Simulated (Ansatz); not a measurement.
# Ni, FeNi3: relaxing cell and atoms, part 2 of 2

The task, for Ni, FeNi3: 2 runs in a chain (relaxing cell and atoms).

Ansatz 0.2.0; DFT PBE, scalar-relativistic, plane waves, PAW. Earlier steps stand in the parts before.

## (3) Relaxing cell and atoms: FeNi3, moments ++++

input.yaml

```yaml
crystal:
  lattice:
    - [3.55, 0.0, 0.0]
    - [0.0, 3.55, 0.0]
    - [0.0, 0.0, 3.55]
  atoms:
    - { symbol: Fe, position: [0.0, 0.0, 0.0], spin: 2.9 }
    - { symbol: Ni, position: [0.0, 0.5, 0.5], spin: 0.6 }
    - { symbol: Ni, position: [0.5, 0.0, 0.5], spin: 0.6 }
    - { symbol: Ni, position: [0.5, 0.5, 0.0], spin: 0.6 }
magnetization:
  spin_polarized: true
scf:
  occupations: { method: methfessel_paxton, width: 0.1 }
output:
  forces: true
  stress: true
  eigenvalues: true
  populations: true
hamiltonian:
  xc: pbe
kpoints:
  mp_grid: { grid: [14, 14, 14] }
relax:
  f_tol: 0.02
  adjacent_minimum: "off"
  cell: { stress_tol: 0.05, fix: [shape] }
```

On the command line:

```
> ansatz run input.yaml --threads 8 --pin off --max-ram 24576MiB --backend cpu --events-out ev --progress --plain --runs-dir out
```

What it wrote:

```text
Warning: RAYON_NUM_THREADS=8 ignored (pool sized by the plan → 8); use --threads N
Engine: ansatz 0.2.0, x86_64-unknown-linux-gnu
Pseudopotentials: kind: paw
Pseudopotential: Fe, paw, valence charge 16, recommended cutoff 420 eV (normal), Fe.paw.azcp
Pseudopotential: Ni, paw, valence charge 18, recommended cutoff 420 eV (normal), Ni.paw.azcp
Functional definition: PBE
  parameter kappa = 0.804
  parameter beta = 0.06672455060314922
  exchange = pbe_x(kappa = kappa, mu = beta*pi^2/3)
  correlation = pbe_c(beta = beta)
Crystal: 4 atoms, lattice volume = 44.739 Å³
Basis set: ecut = 420 eV, 895 PW (Γ), exchange–correlation on 48×48×48 points (8 copies of the dense FFT grid, shifted against one another)
Bands: 45, of which v1, the nominal top of the filled ones, is band 35 counted from 1 (34 counted from 0)
Symmetry: 48 space group operations
Space group: Pm-3m (ITA 221), of the structure as read, at distance tolerance 3.6e-5 Å
Magnetic group: BNS 221.92 (UNI 1594), of the structure as read, at distance tolerance 3.6e-5 Å
k-points: 120 of 2744
Non-local potential: Fe, projectors of the file, l = 0: 3, l = 1: 2, l = 2: 3, l = 3: 1
Non-local potential: Ni, projectors of the file, l = 0: 3, l = 1: 2, l = 2: 3, l = 3: 1
PAW form: soft (Blöchl's): semilocal exchange-correlation on the pseudo side does not see the compensation charge
PAW one-centre angular grid: Fe, 590 points (default); XC on 64 Gauss nodes
PAW one-centre angular grid: Ni, 590 points (default); XC on 64 Gauss nodes
Initial density: superposition of atomic densities (chi_scale 0.1, normalization cell)
Starting moments: Σ|m| = 4.7 μB on 4 of 4 sites
Initial wavefunctions: pseudopotential atomic-orbital guess
Functional: x = pbe(κ = 0.804, μ = 0.2195149727645171), c = pbe(β = 0.06672455060314922)
SCF iter   1: F=—  HF=-21997.485035 eV  |F-HF|=—  |Δ(HF+E_count)|=         —  Δρ=8.06e-2 (↑1.76e-2 ↓8.06e-2)  dr2=2.53e0  dr2_m=5.00e-1  M=4.942 μB ∫|m|=5.132 μB  β_m=0.30  ethr=3.10e-3  ⟨swp⟩=5.2  Hψ=33663  notcnv=0  defer=127
Mixer restart at iter 1: flushing history
preconditioner: auto → Kerker (q_TF=auto, 2.940 Å⁻¹)  [metal: Δε(μ)=0.011 eV  Ē_g=8.091 eV  σ=0.100 eV  W_gap=0.06  n_scr=18 (ndim 8)  ℏωp=34.2 eV  f_vac=0.000  D(μ)=3.40/eV (n_scr^D=32)]
spin=Collinear: Kerker preconditioning applied to the charge; magnetization (m = ρ↑ − ρ↓) channel mixes plain (no charge-response kernel on spin).
SCF iter   2: F=—  HF=-21997.088846 eV  |F-HF|=—  |Δ(HF+E_count)|=   3.96e-1  Δρ=3.56e-2 (↑3.14e-2 ↓3.56e-2)  dr2=4.22e-1  dr2_m=3.31e-1  M=4.965 μB ∫|m|=5.214 μB  β_m=0.37  ethr=3.10e-3  ⟨swp⟩=2.5  Hψ=17090  notcnv=0  defer=718
SCF iter   3: F=—  HF=-21998.354315 eV  |F-HF|=—  |Δ(HF+E_count)|=    1.27e0  Δρ=2.81e-2 (↑2.81e-2 ↓1.94e-2)  dr2=1.73e-1  dr2_m=1.78e-1  M=4.961 μB ∫|m|=5.273 μB  β_m=0.67  ethr=6.02e-4  ⟨swp⟩=2.5  Hψ=15525  notcnv=0  defer=721
SCF iter   4: F=—  HF=-21999.954614 eV  |F-HF|=—  |Δ(HF+E_count)|=         —  Δρ=2.70e-2 (↑1.89e-2 ↓2.70e-2)  dr2=6.51e-1  dr2_m=1.82e-2  M=4.847 μB ∫|m|=5.297 μB  β_m=0.68  ethr=2.47e-4  ⟨swp⟩=2.5  Hψ=19081  notcnv=0  defer=731
Mixer restart at iter 4: flushing history
SCF iter   5: F=—  HF=-22000.131063 eV  |F-HF|=—  |Δ(HF+E_count)|=   1.76e-1  Δρ=2.73e-2 (↑1.61e-2 ↓2.73e-2)  dr2=4.17e-1  dr2_m=1.63e-2  M=4.893 μB ∫|m|=5.369 μB  β_m=0.50  ethr=2.47e-4  ⟨swp⟩=3.0  Hψ=23063  notcnv=0  defer=738
SCF iter   6: F=—  HF=-22000.003094 eV  |F-HF|=—  |Δ(HF+E_count)|=   1.28e-1  Δρ=5.06e-3 (↑5.06e-3 ↓4.17e-3)  dr2=3.43e-2  dr2_m=4.56e-4  M=4.847 μB ∫|m|=5.325 μB  β_m=0.69  ethr=2.47e-4  ⟨swp⟩=2.5  Hψ=21278  notcnv=0  defer=731
SCF iter   7: F=—  HF=-22000.015309 eV  |F-HF|=—  |Δ(HF+E_count)|=   1.22e-2  Δρ=4.67e-3 (↑2.44e-3 ↓4.67e-3)  dr2=8.05e-3  dr2_m=1.74e-3  M=4.839 μB ∫|m|=5.338 μB  β_m=0.80  ethr=4.90e-5  ⟨swp⟩=2.0  Hψ=17508  notcnv=0  defer=724
SCF iter   8: F=—  HF=-22000.014849 eV  |F-HF|=—  |Δ(HF+E_count)|=   4.60e-4  Δρ=2.83e-3 (↑1.40e-3 ↓2.83e-3)  dr2=5.73e-3  dr2_m=3.74e-4  M=4.838 μB ∫|m|=5.338 μB  β_m=0.71  ethr=1.15e-5  ⟨swp⟩=2.0  Hψ=17651  notcnv=0  defer=722
SCF iter   9: F=—  HF=-22000.014490 eV  |F-HF|=—  |Δ(HF+E_count)|=   3.59e-4  Δρ=4.19e-4 (↑4.19e-4 ↓3.33e-4)  dr2=1.80e-4  dr2_m=1.66e-5  M=4.839 μB ∫|m|=5.340 μB  β_m=0.82  ethr=8.19e-6  ⟨swp⟩=2.1  Hψ=15811  notcnv=0  defer=722
SCF iter  10: F=—  HF=-22000.014536 eV  |F-HF|=—  |Δ(HF+E_count)|=   4.61e-5  Δρ=2.99e-4 (↑1.07e-4 ↓2.99e-4)  dr2=4.12e-5  dr2_m=4.94e-6  M=4.838 μB ∫|m|=5.340 μB  β_m=0.91  ethr=2.58e-7  ⟨swp⟩=2.0  Hψ=18549  notcnv=0  defer=722
SCF iter  11: F=—  HF=-22000.006989 eV  |F-HF|=—  |Δ(HF+E_count)|=         —  Δρ=3.72e-4 (↑1.04e-4 ↓3.72e-4)  dr2=8.97e-5  dr2_m=8.36e-6  M=4.838 μB ∫|m|=5.342 μB  β_m=0.91  ethr=5.89e-8  ⟨swp⟩=1.7  Hψ=12803  notcnv=0  defer=722
Mixer restart at iter 11: flushing history
iteration 11: the input's own smearing fills from here on; a Gaussian of 0.1 eV has filled iterations ahead of it
SCF iter  12: F=—  HF=-22000.007139 eV  |F-HF|=—  |Δ(HF+E_count)|=   1.51e-4  S|Δr|=    0.00e0  Δρ=2.14e-3 (↑5.40e-4 ↓2.14e-3)  dr2=2.94e-3  dr2_m=2.79e-4  M=4.840 μB ∫|m|=5.343 μB  β_m=0.53  ethr=5.89e-8  ⟨swp⟩=2.0  Hψ=17851  notcnv=0  defer=722  recentre
SCF iter  13: F=—  HF=-22000.006986 eV  |F-HF|=—  |Δ(HF+E_count)|=   1.54e-4  S|Δr|=    0.00e0  Δρ=1.72e-4 (↑7.35e-5 ↓1.72e-4)  dr2=2.01e-5  dr2_m=1.86e-6  M=4.838 μB ∫|m|=5.342 μB  β_m=0.53  ethr=5.89e-8  ⟨swp⟩=2.0  Hψ=18013  notcnv=0  defer=722
SCF iter  14: F=—  HF=-22000.006985 eV  |F-HF|=—  |Δ(HF+E_count)|=   4.03e-7  S|Δr|=    0.00e0  Δρ=8.91e-5 (↑1.59e-5 ↓8.91e-5)  dr2=2.55e-6  dr2_m=6.58e-7  M=4.839 μB ∫|m|=5.343 μB  β_m=0.48  ethr=2.87e-8  ⟨swp⟩=1.6  Hψ=11445  notcnv=0  defer=722
SCF iter  15: F=—  HF=-22000.006985 eV  |F-HF|=—  |Δ(HF+E_count)|=   1.60e-7  S|Δr|=    0.00e0  Δρ=5.14e-5 (↑9.89e-6 ↓5.14e-5)  dr2=1.21e-6  dr2_m=2.70e-7  M=4.839 μB ∫|m|=5.343 μB  β_m=0.74  ethr=3.65e-9  ⟨swp⟩=2.1  Hψ=13609  notcnv=0  defer=722
SCF iter  16: F=-22000.006985 eV  HF=-22000.006985 eV  |F-HF|=4.98e-9  |Δ(HF+E_count)|=   3.79e-8  S|Δr|=    0.00e0  Δρ=3.67e-6 (↑1.69e-6 ↓3.67e-6)  dr2=7.75e-9  dr2_m=9.56e-10  M=4.839 μB ∫|m|=5.343 μB  ethr=1.43e-10  ⟨swp⟩=8.3  Hψ=46868  notcnv=0
SCF 1 converged in 16 iterations: F = -22000.006985 eV  dr2 = 7.75e-9
relax step   1: F+E_penalty+E_count = -22000.00698501 eV  Δ(F+E_penalty+E_count) = +0.000e0 eV  max|allowed force component| = 5.154e-29 eV/Å  Δτ_max = 0.0000 Å  P = -0.974 GPa  Ω = 44.739 Å³  fix = [alpha, beta, gamma, b/a, c/a]  (16 SCF iters, dr2 threshold 1.00e-7 eV, accepted)
[... 15 lines left out ...]
relax step   2: F+E_penalty+E_count = -22000.00758089 eV  Δ(F+E_penalty+E_count) = -5.959e-4 eV  max|allowed force component| = 1.203e-29 eV/Å  Δτ_max = 0.0000 Å  P = -0.443 GPa  Ω = 44.616 Å³  energy of the carried Pulay correction = +5.105e-5 eV  fix = [alpha, beta, gamma, b/a, c/a]  (7 SCF iters, dr2 threshold 4.00e-7 eV, accepted)
[... 10 lines left out ...]
relax step   3: F+E_penalty+E_count = -22000.00776337 eV  Δ(F+E_penalty+E_count) = -1.825e-4 eV  max|allowed force component| = 1.144e-29 eV/Å  Δτ_max = 0.0000 Å  P = +0.007 GPa  Ω = 44.514 Å³  energy of the carried Pulay correction = +9.356e-5 eV  fix = [alpha, beta, gamma, b/a, c/a]  (5 SCF iters, dr2 threshold 4.00e-7 eV, accepted)
[... 12 lines left out ...]
relax step   4: F+E_penalty+E_count = -22000.00767194 eV  Δ(F+E_penalty+E_count) = +9.143e-5 eV  max|allowed force component| = 1.519e-29 eV/Å  Δτ_max = 0.0000 Å  P = +0.007 GPa  Ω = 44.514 Å³  fix = [alpha, beta, gamma, b/a, c/a]  stress off target by 7.43e-3 GPa on what of the cell is left free  SCF on the basis re-selected at this cell (its energy is not comparable with the rows above)  (8 SCF iters)
basis re-selected at this cell: Δ(F+E_penalty+E_count) = +9.143e-5 eV, ΔP = +0.001 GPa vs the last step (what re-selecting the basis moved, of the pressure what is left beyond the Pulay correction that the steps carried, after the strain that the cell walked since its last selection, with what the two solves' SCF thresholds leave and, on support functions, any second-order correction that the steps lacked; it is no measure of the basis error at this ecutwfc). This SCF's stress stands 7.43e-3 GPa from its target on what of the cell is left free (relax.cell.stress_tol is 5.00e-2 GPa) and its largest allowed force component is 1.52e-29 eV/Å (relax.f_tol is 2.00e-2 eV/Å): within both
SCF converged after 8 iterations
Stability not checked: this state was not tested for a lower state beside it, because cold or Methfessel-Paxton smearing, or corrected tetrahedra, fill the levels in a way that the test cannot read (fill_not_monotonic; see scf.lower_state_search)
Magnetization: 4.8335 μB (37.4167 up, 32.5833 down)
Absolute magnetization: 5.3372 μB (∫|ρ↑−ρ↓|, with the PAW one-centre terms)
Spin contamination: 0.1058 ħ² per cell (⟨S²⟩ above its minimum at these occupations)
Per-site moments (μB) at R_I (Å): [(2.9146355806279147, 1.0337279381023894), (0.6918433906238224, 1.0337279381023894), (0.6918433906238222, 1.0337279381023894), (0.6918433906238227, 1.0337279381023894)]
Free energy (F): -22000.007672 eV
Harris-Foulkes:  -22000.007672 eV  (|F-HF|=3.64e-12)
Internal energy: -22000.006640 eV  (E = F + TS)
E sigma→0 (E₀):  -22000.007414 eV
Entropy (-TS):   -0.001032 eV (-0.258 meV/atom)
Fermi energy:    18.289693 eV
--- Per-component energies (eV) ---
  E_band       = -1081.151972
  E_kinetic    = 1194.165339
  E_local      = -12490.133584  (includes V_loc(G=0)·N_el)
  E_nonlocal   = 2126.088600
  E_hartree    = 5221.136805
  E_xc         = -371.919464
  E_vxc        = -479.342926  (∫ρ·V_xc dr)
  E_paw        = -6255.571885  (= ΣΔE_a)
  E_vpaw       = -1874.204497  (= ΣTr[D̂ρ^β])
  E_aug_tail   = 0.001707  (compensation charges beyond the density's cutoff)
  E_ewald      = -11423.774158
  E_smearing   = -0.001032  (= −TS)
  E_closure    = -0.000000  (closes the sum)
  Σ components = -22000.007672   (vs F -22000.007672, Δ=0.00e0)
--- Forces (eV/Å), atoms counted from 1 ---
  atom   1  Fe    -0.00000000     0.00000000     0.00000000
  atom   2  Ni     0.00000000     0.00000000    -0.00000000
  atom   3  Ni     0.00000000     0.00000000     0.00000000
  atom   4  Ni     0.00000000    -0.00000000     0.00000000
  max |Σ_I F_I| component: 5.97e-29 eV/Å
--- Stress (GPa, compression-positive) ---
        0.007434      -0.000000      -0.000000
       -0.000000       0.007434       0.000000
       -0.000000       0.000000       0.007434
  P = ⅓ Tr σ = 0.0074 GPa (0.074 kbar)
--- Band table (eV; the first three rows and the last of 240) ---
  k-point 0 ↑: bands = ["-85.4960", "-85.4658", "-85.4658", "-70.8846", "-45.9281", "-45.9281", "-45.9281", "-45.8593", "-45.8593", "-45.8593", "-45.7858", "-45.7858", "-45.7858", "-36.9123", "-36.9123", "-36.9123", "9.1014", "12.9461", "12.9461", "13.6051", "13.6901", "13.6901", "13.6901", "15.5607", "15.5607", "15.5607", "16.6013", "16.6013", "17.4350", "17.4350", "17.4641", "17.5711", "17.5711", "17.5711", "17.6345", "17.6345", "17.6345", "20.4377", "20.4377", "20.4377", "27.0653", "27.0653", "27.4630", "32.3417", "32.3417"]
[... 3 lines left out ...]
--- Relaxed structure (3 steps of the walk, 3 accepted, 1 SCFs on fresh bases) ---
  F+E_penalty+E_count = -22000.00767194 eV   max|allowed force component| = 1.519e-29 eV/Å   (the final SCF, on the basis selected at the relaxed cell)
  cell:  # Å, volume = 44.5135 Å³
    - [3.544029260286968, 3.3788180931455056e-99, -6.757636186291011e-99]
    - [3.3788180931455056e-99, 3.544029260286968, 0.0]
    - [-6.757636186291011e-99, 0.0, 3.544029260286968]
  atoms:
    - { symbol: Fe, position: [-1.7989086799944472e-48, 8.830004519804351e-39, 8.830004511163167e-39] }
    - { symbol: Ni, position: [4.959848217698974e-47, 0.5, 0.5] }
    - { symbol: Ni, position: [0.5, -6.181003158170785e-38, 0.5] }
    - { symbol: Ni, position: [0.5, 0.5, -9.713004963924198e-38] }
--- Löwdin populations: 4 sites ---
  site symbol       q [e]    m [muB]
     0     Fe     15.6996     2.9538
     1     Ni     17.7973     0.6852
     2     Ni     17.7973     0.6852
     3     Ni     17.7973     0.6852
  spilling = 0.012978 (of n_electrons = 70.000000)
```

Wall time 18 s (8 threads of Intel Xeon Platinum 8488C (Sapphire Rapids), shared host); peak memory 0.77 GiB.

Step by step:

```
step  energy from step 1 (eV/cell)  largest force component (eV/Å)  pressure (GPa)  volume (Å³)
   1                        0.0000                          0.0000           -0.97        44.74
   2                       -0.0006                          0.0000           -0.44        44.62
   3                       -0.0008                          0.0000            0.01        44.51
   4                       -0.0007                          0.0000            0.01        44.51
```

Step 1 is the start. Step 4 repeats the geometry before it on a plane-wave basis chosen anew for that cell, so its energy need not be comparable with the rows above.

|  | before | after | change |
| --- | --- | --- | --- |
| a (Å) | 3.550 | 3.544 | -0.2 % |
| b (Å) | 3.550 | 3.544 | -0.2 % |
| c (Å) | 3.550 | 3.544 | -0.2 % |
| volume (Å³/atom) | 11.18 | 11.13 | -0.5 % |
| shortest distance (Å) | 2.510 | 2.506 | -0.2 % |
| space group (0.01 Å) | Pm-3m | Pm-3m | same |

The run keeps the 48 symmetry operations of the start, so it could not have lowered the symmetry.

By site:

| atom | moment in the atom's sphere (μB) | Löwdin electrons |
| --- | --- | --- |
| Fe1 | 2.91 | 15.70 |
| Ni2 | 0.69 | 17.80 |
| Ni3 | 0.69 | 17.80 |
| Ni4 | 0.69 | 17.80 |

The Löwdin counts miss 0.91 of the 70 electrons, which the atomic orbitals do not span, so they are no charges.

## (4) Results

What follows sums up all 2 parts.

| step | system | k mesh | volume (Å³/atom) | pressure (GPa) | energy (eV) | gap on the mesh (eV) | moment (μB/cell) | largest site moment (μB) | time |
| --- | --- | --- | --- | --- | --- | --- | --- | --- | --- |
| 2 | Ni | 18×18×18 | 10.88 | 0.0 | -5839.722 | 0.00 | 0.62 | 0.66 | 4 s |
| 3 | FeNi3 | 14×14×14 | 11.13 | 0.0 | -22000.007 | 0.00 | 4.83 | 2.91 | 18 s |

Totals of different systems or levels have different zeros; only balanced differences at one level mean anything.

```
                           quantity                                                                      value
relaxed cell, step 2 (conventional)  a = 3.517 Å, b = 3.517 Å, c = 3.517 Å, α = 90.00°, β = 90.00°, γ = 90.00°
```

**Reading.** Measured lattice constant a of Ni: 3.524 Å (300 K; quoted in “Multiple origins of extra electron diffractions in fcc metals”, 2023, arxiv:2311.10326). This calculation gives 3.517 Å (-0.2 %). That is the cell relaxed with PBE, without thermal expansion or zero-point motion. The magnetic state reached may not be the lowest one.
